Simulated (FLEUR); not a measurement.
# Nb (Im-3m) in FLEUR: further runs

The runs below take Nb through single point, with PBEsol.

Everything below comes from runs of FLEUR MaX-R8.1 (later development tree). Logs are shortened: lines on timing, memory, paths and dates and some standing lists are left out, and cuts for length are marked.

### 1 Starting point

It takes space group Im-3m (No. 229, cubic). The conventional cell has a = 3.328 Å, b = 3.328 Å, c = 3.328 Å, α = 90.00°, β = 90.00°, γ = 90.00°. Nb (site symmetry m-3m) is surrounded by 8 Nb at 2.88 Å.

### 2 Single point, PBEsol

Input file inp.xml:

```xml
<?xml version="1.0" encoding="UTF-8" standalone="no"?>
<fleurInput fleurInputVersion="0.39">
   <comment>
      Nb                                                                                                  
   </comment>
   <calculationSetup>
      <cutoffs Kmax="4.1" Gmax="12.7" GmaxXC="12.7" numbands="0"/>
      <scfLoop itmax="60" minDistance="0.00001" maxIterBroyd="15" imix="Anderson" alpha="0.05" precondParam="0.0" spinf="2.0" sdNocoIR="T"/>
      <coreElectrons ctail="T" frcor="F" kcrel="0" coretail_lmax="0"/>
      <xcFunctional name="PBEs" relativisticCorrections="F"/>
      <magnetism jspins="1"/>
      <soc l_soc="F" theta="0.0" phi="0.0" spav="F"/>
      <expertModes spex="0" secvar="F"/>
      <geometryOptimization l_f="T" forcealpha="1.0" forcemix="BFGS" epsdisp="0.0005" epsforce="0.0002"/>
      <ldaU l_linMix="F" mixParam="0.05" spinf="1.0"/>
   </calculationSetup>
   <cell>
      <bzIntegration valenceElectrons="13.0" mode="hist" fermiSmearingEnergy="0.00183747">
         <kPointListSelection listName="default-1"/>
         <!-- k-points included here -->
         <xi:include xmlns:xi="http://www.w3.org/2001/XInclude" href="kpts.xml"> </xi:include>
      </bzIntegration>
      <!-- symmetry operations included here -->
      <xi:include xmlns:xi="http://www.w3.org/2001/XInclude" href="sym.xml"> </xi:include>
      <bulkLattice scale="1.0">
         <bravaisMatrix>
            <row-1>   -3.1444097850281700     3.1444097850281700     3.1444097850281700</row-1>
            <row-2>    3.1444097850281700    -3.1444097850281700     3.1444097850281700</row-2>
            <row-3>    3.1444097850281700     3.1444097850281700    -3.1444097850281700</row-3>
         </bravaisMatrix>
      </bulkLattice>
   </cell>
   <atomSpecies>
      <species name="Niobium (Nb)" element="Nb" atomicNumber="41">
         <mtSphere radius="2.47" gridPoints="833" logIncrement="0.015"/>
         <atomicCutoffs lmax="10" lnonsphr="10"/>
         <electronConfig flipSpins="F">
            <coreConfig>(1s1/2) (2s1/2) (2p1/2) (2p3/2) (3s1/2) (3p1/2) (3p3/2) (3d3/2) (3d5/2)</coreConfig>
            <valenceConfig>(4s1/2) (4p1/2) (4p3/2) (5s1/2) (4d3/2) (4d5/2)</valenceConfig>
            <stateOccupation state="(5s1/2)" spinUp="0.500000" spinDown="0.500000"/>
            <stateOccupation state="(4d3/2)" spinUp="0.800000" spinDown="0.800000"/>
            <stateOccupation state="(4d5/2)" spinUp="1.200000" spinDown="1.200000"/>
         </electronConfig>
         <energyParameters s="5" p="5" d="4" f="4"/>
         <lo type="SCLO" l="0" n="4" eDeriv="0"/>
         <lo type="SCLO" l="1" n="4" eDeriv="0"/>
         <lo type="SCLO" l="1" n="4" eDeriv="1"/>
         <lo type="SCLO" l="2" n="4" eDeriv="2"/>
         <lo type="SCLO" l="3" n="4" eDeriv="2"/>
      </species>
   </atomSpecies>
   <atomGroups>
      <atomGroup species="Niobium (Nb)">
         <relPos label="                   1">.0000000000 .0000000000 .0000000000</relPos>
         <force calculate="T" relaxXYZ="TTT"/>
      </atomGroup>
   </atomGroups>
   <output dos="F" band="F" slice="F">
      <checks vchk="F" cdinf="F"/>
      <bandDOS minEnergy="-.5*Htr" maxEnergy="0.5*Htr" sigma="0.015" storeEVData="T"/>
      <vacuumDOS vacdos="F" integ="F" star="F" nstars="0" locx1="0.0" locy1="0.0" locx2="0.0" locy2="0.0" nstm="0" tworkf="0.0"/>
      <unfoldingBand unfoldBand="F" supercellX="1" supercellY="1" supercellZ="1"/>
      <plotting iplot="0" polar="F">
         <plot TwoD="T" vec1="  1.0  0.0  0.0" vec2="  0.0  1.0  0.0" vec3="  0.0  0.0  1.0" zero="  0.0  0.0  0.0" file="plot"/>
      </plotting>
      <chargeDensitySlicing numkpt="0" minEigenval="0.0" maxEigenval="0.0" nnne="0" pallst="F"/>
      <specialOutput eonly="F"/>
      <moessbauerParams electricFieldGradient="T" isomerShift="T" coreHyperfine="T" valenceHyperfine="T"/>
      <magneticCircularDichroism mcd="F" energyLo="-10.0" energyUp="0.0"/>
   </output>
  <!-- We include the file relax.xml here to enable relaxations (see documentation) -->
  <xi:include xmlns:xi="http://www.w3.org/2001/XInclude" href="relax.xml"> <xi:fallback/> </xi:include>
</fleurInput>
```

Input file crystal.txt:

```
Nb
&input cartesian=F /
-1.6639500000  1.6639500000  1.6639500000
1.6639500000  -1.6639500000  1.6639500000
1.6639500000  1.6639500000  -1.6639500000
1.8897261246
1.0 1.0 1.0

1
41 0.0000000000  0.0000000000  0.0000000000

&kpt div1=11 div2=11 div3=11 gamma=T /
```

Potentials or basis: all-electron, FLAPW.

On the command line:

```sh
$ inpgen -f crystal.txt -profile fastHighL
$ # inp.xml edited to the form shown
$ fleur_MPI
```

Log:

```text
Welcome to FLEUR        (www.flapw.de)
      MaX-Release 8.1          (www.max-centre.eu)

 ========== k-point set info ==========
 Selected k-point list: default-1
 k-point list type: mesh
 11 x 11 x 11
 Number of k points: 56

 ------------Calculation Setup---------------------------
 Number of MPI-tasks      :            1
 Number of PE/node        :            1
 Number of OMP-threads    :            1
 Most efficient MPI parallelization for:
           1           2           4           7           8          14          28          56
 Additional eigenvalue parallelization possible
 Number of basis functions:          185
 Approximate size of matrices (H+S) per k-point:         0.001 GB
 --------------------------------------------------------
 Iteration:     1   Distance:      12.29177445 me/bohr^3
 Iteration:     2   Distance:      11.26229320 me/bohr^3
 Iteration:     3   Distance:       4.45901581 me/bohr^3
 Iteration:     4   Distance:       2.81632166 me/bohr^3
 Iteration:     5   Distance:       1.06207611 me/bohr^3
 Iteration:     6   Distance:       0.53460034 me/bohr^3
 Iteration:     7   Distance:       0.09214339 me/bohr^3
 Iteration:     8   Distance:       0.00610018 me/bohr^3
 Iteration:     9   Distance:       0.00655641 me/bohr^3
 Iteration:    10   Distance:       0.00048845 me/bohr^3
 Iteration:    11   Distance:       0.00044120 me/bohr^3
 Iteration:    12   Distance:       0.00001745 me/bohr^3
 Iteration:    13   Distance:       0.00000326 me/bohr^3

 ********************************************************************
 Run finished successfully
 Stop message:
   Structural relaxation: Done
 ********************************************************************
```

out.xml (last iteration):

```text
<iteration numberForCurrentRun="   14" overallNumber="   14">
         <energyParameters units="Htr">
            <atomicEP atomType="1" spin="1" branch="5s" branchLowest="-1.47" branchHighest="2.52" value="0.3327952492"/>
            <atomicEP atomType="1" spin="1" branch="5p" branchLowest="-0.53" branchHighest="3.19" value="0.4451529977"/>
            <atomicEP atomType="1" spin="1" branch="4d" branchLowest="-6.58" branchHighest="0.92" value="0.4522687234"/>
            <atomicEP atomType="1" spin="1" branch="4f" branchLowest="-9.99" branchHighest="2.41" value="0.7047400307"/>
            <loAtomicEP atomType="1" spin="1" branch="4s" branchLowest="-15.48" branchHighest="-1.47" value="-1.5108865729"/>
            <loAtomicEP atomType="1" spin="1" branch="4p" branchLowest="-12.10" branchHighest="-0.53" value="-0.6360191527"/>
            <loAtomicEP atomType="1" spin="1" branch="4p" branchLowest="-12.10" branchHighest="-0.53" value="-0.6360191527"/>
            <loAtomicEP atomType="1" spin="1" branch="4d" branchLowest="-6.58" branchHighest="0.92" value="0.4511470267"/>
            <loAtomicEP atomType="1" spin="1" branch="4f" branchLowest="-9.99" branchHighest="2.41" value="0.7047422992"/>
         </energyParameters>
         <eigenvalues>
            <eigenvaluesAt spin="1" ikpt="1" k_x="0.00000000" k_y="0.00000000" k_z="0.00000000">
                      -1.5187466861       -0.6137002623       -0.6137002623       -0.6137002623        0.2594862316
                       0.4896350147        0.4896350147        0.4896350147        0.5937788773        0.5937788773
                       0.9929414376
            </eigenvaluesAt>
            <eigenvaluesAt spin="1" ikpt="2" k_x="0.00000000" k_y="0.00000000" k_z="0.09090909">
                      -1.5180990745       -0.6176902544       -0.6149201253       -0.6137311417        0.2715486504
                       0.4823336932        0.4876005921        0.5012816953        0.5835026069        0.5938954803
                       1.0022590244
            </eigenvaluesAt>
            <eigenvaluesAt spin="1" ikpt="3" k_x="0.00000000" k_y="0.00000000" k_z="0.18181818">
                      -1.5163506234       -0.6281364398       -0.6181550573       -0.6138155321        0.3031498952
                       0.4645013153        0.4782540811        0.5350339197        0.5723314491        0.5955834442
                       1.0134452174
            </eigenvaluesAt>
            <eigenvaluesAt spin="1" ikpt="4" k_x="0.00000000" k_y="0.00000000" k_z="0.27272727">
                      -1.5140352540       -0.6413032096       -0.6223139343       -0.6139314972        0.3367794883
                       0.4440892040        0.4737108158        0.5780572574        0.5869493470        0.6010279651
                       0.9859924040
            </eigenvaluesAt>
         </eigenvalues>
         <bandgap value="0.0050061827" units="eV"/>
         <sumValenceSingleParticleEnergies value="-4.7632217935" units="Htr"/>
         <FermiEnergy value="0.4747543884" units="Htr"/>
         <valenceDensity>
            <mtCharges spin="1">
               <mtCharge atomType="1" total="10.9091747" s="2.2539725" p="6.0744734" d="2.5502845" f="0.0257136"/>
            </mtCharges>
            <spinDependentCharge spin="1" total="13.0000000" interstitial="2.0908253" mtSpheres="10.9091747"/>
            <totalCharge value="12.9999999999"/>
         </valenceDensity>
         <coreStates atomType="     1" atomicNumber=" 41" spin="1" kinEnergy="   3869.6621814143" eigValSum="  -2254.9353844398" lostElectrons=" 0.000003">
            <state n="1" l="0" j="0.5" energy="-689.8109101664" weight="1.0000000000"/>
            <state n="2" l="0" j="0.5" energy="-95.9398047879" weight="1.0000000000"/>
            <state n="2" l="1" j="0.5" energy="-88.0094720922" weight="1.0000000000"/>
            <state n="2" l="1" j="1.5" energy="-84.4932584722" weight="2.0000000000"/>
            <state n="3" l="0" j="0.5" energy="-15.4755991570" weight="1.0000000000"/>
            <state n="3" l="1" j="0.5" energy="-12.4907606082" weight="1.0000000000"/>
            <state n="3" l="1" j="1.5" energy="-11.9208745757" weight="2.0000000000"/>
            <state n="3" l="2" j="1.5" energy="-6.6462656148" weight="2.0000000000"/>
            <state n="3" l="2" j="2.5" energy="-6.5401160276" weight="3.0000000000"/>
         </coreStates>
         <allElectronCharges>
            <spinDependentCharge spin="1" total="41.0000000" interstitial="2.0908278" mtSpheres="38.9091722"/>
            <totalCharge value="40.9999999982"/>
         </allElectronCharges>
         <moessbauerParams unitsHFF="kG" unitsIS="e/bohr^3" unitsEFG="Htr/bohr^2">
            <coreIsomerShift atomType="1" isTotal="82986.94571">
               <shell n="1" l="0" isomerShift="73426.95072"/>
               <shell n="2" l="0" isomerShift="8004.68783"/>
               <shell n="2" l="1" isomerShift="122.87096"/>
               <shell n="3" l="0" isomerShift="1409.69664"/>
               <shell n="3" l="1" isomerShift="22.73957"/>
               <shell n="3" l="2" isomerShift="0.00000"/>
            </coreIsomerShift>
            <isomerShift atomType="1" nucleusRadius="0.0001070" averageDensity="83232.64441"/>
            <electricFieldGradient atomType="1" VXX="0.00000" VYY="0.00000" VZZ="0.00000" asymParam="0.00000">
            </electricFieldGradient>
         </moessbauerParams>
         <totalEnergy                                    value="    -3818.3844734307" units="Htr">
            <sumOfEigenvalues                            value="    -2259.6986062333">
               <coreElectrons value="-2254.9353844398"/>
               <valenceElectrons value="-4.7632217935"/>
            </sumOfEigenvalues>
            <densityCoulombPotentialIntegral value="-6057.9588726202"/>
            <densityEffectivePotentialIntegral value="-6211.5887405487"/>
            <chargeDenXCDenIntegral value="-116.9602106047"/>
            <FockExchangeEnergyValence value="0.0000000000"/>
            <FockExchangeEnergyCore value="0.0000000000"/>
            <atomTypeDependentContributions atomType="1">
               <electronNucleiInteractionDifferentMTs value="4598.7599907243"/>
               <MadelungTerm value="-25.5749701070"/>
            </atomTypeDependentContributions>
            <tkbTimesEntropy value="0.0005373429"/>
            <freeEnergy value="-3818.3850107736"/>
            <extrapolationTo0K value="-3818.3847421022"/>
         </totalEnergy>
         <totalForcesOnRepresentativeAtoms units="Htr/bohr">
            <forceTotal atomType="1" x="0.000000" y="0.000000" z="0.000000" F_x="0.00000000" F_y="0.00000000" F_z="0.00000000"/>
         </totalForcesOnRepresentativeAtoms>
      </iteration>
```

It took 20 s on 1 thread of Arm Neoverse V2, shared host; peak memory 0.06 GiB.

What came out:

| Item | Value |
| --- | --- |
| Free energy | -103903.5494 eV |
| Band gap on the k mesh | none (metal or under the smearing width) |
| Valence electrons inside the program's atomic spheres | Nb 10.91 (radii Nb 2.47 bohr) |

Core levels (eV from the Fermi level):
| atom | levels |
| --- | --- |
| 1 Nb | 1s1/2 -18783.6, 2s1/2 -2623.6, 2p1/2 -2407.8, 2p3/2 -2312.1, 3s1/2 -434.0, 3p1/2 -352.8, 3p3/2 -337.3, 3d3/2 -193.8, 3d5/2 -190.9 |

### 3 Single point, PBEsol (cell strained at random at fixed volume)

inp.xml: that of step 2 with these lines changed.

```diff
@@ -26,5 +26,5 @@
          <bravaisMatrix>
-            <row-1>   -3.1444097850281700     3.1444097850281700     3.1444097850281700</row-1>
-            <row-2>    3.1444097850281700    -3.1444097850281700     3.1444097850281700</row-2>
-            <row-3>    3.1444097850281700     3.1444097850281700    -3.1444097850281700</row-3>
+            <row-1>   -3.1271452471538241     3.1405188389376186     3.1428016280961355</row-1>
+            <row-2>    3.0460268635292445    -3.1554193294300892     3.0765837349640268</row-2>
+            <row-3>    3.2179163518228604     3.2461885443730010    -3.1577021185886061</row-3>
          </bravaisMatrix>
@@ -34,3 +34,3 @@
       <species name="Niobium (Nb)" element="Nb" atomicNumber="41">
-         <mtSphere radius="2.47" gridPoints="833" logIncrement="0.015"/>
+         <mtSphere radius="2.47" gridPoints="819" logIncrement="0.016"/>
          <atomicCutoffs lmax="10" lnonsphr="10"/>
```

Input file crystal.txt:

```
Nb
&input cartesian=F /
-1.6548140000  1.6618910000  1.6630990000
1.6118880000  -1.6697760000  1.6280580000
1.7028480000  1.7178090000  -1.6709840000
1.8897261246
1.0 1.0 1.0

1
41 -0.0028920000  -0.0076530000  0.0052760000

&kpt div1=11 div2=11 div3=11 gamma=T /
```

Potentials or basis: all-electron, FLAPW.

On the command line:

```sh
$ inpgen -f crystal.txt -profile fastHighL
$ # inp.xml edited to the form shown
$ fleur_MPI
```

It took 6.5 min on 1 thread of Arm Neoverse V2, shared host; peak memory 0.1 GiB.

It converged, with:

```yaml
Free_energy: -103903.5459 eV
Band_gap_on_the_k_mesh: none (metal or under the smearing width)
Valence_electrons_inside_the_program's_atomic_spheres: Nb 10.91 (radii Nb 2.47 bohr)
```

Levels at points of the mesh, in eV from the Fermi level:
```tsv
k point	band 3	band 4	band 5	band 6	band 7	band 8	band 9	band 10	band 11
(0.00, 0.00, 0.00)	-29.62	-29.56	-5.87	0.09	0.35	0.72	3.08	3.42	13.72
```

Core levels (eV from the Fermi level):
```csv
atom,levels
1 Nb,"1s1/2 -18783.6, 2s1/2 -2623.6, 2p1/2 -2407.8, 2p3/2 -2312.1, 3s1/2 -434.0, 3p1/2 -352.8, 3p3/2 -337.3, 3d3/2 -193.8, 3d5/2 -190.9"
```
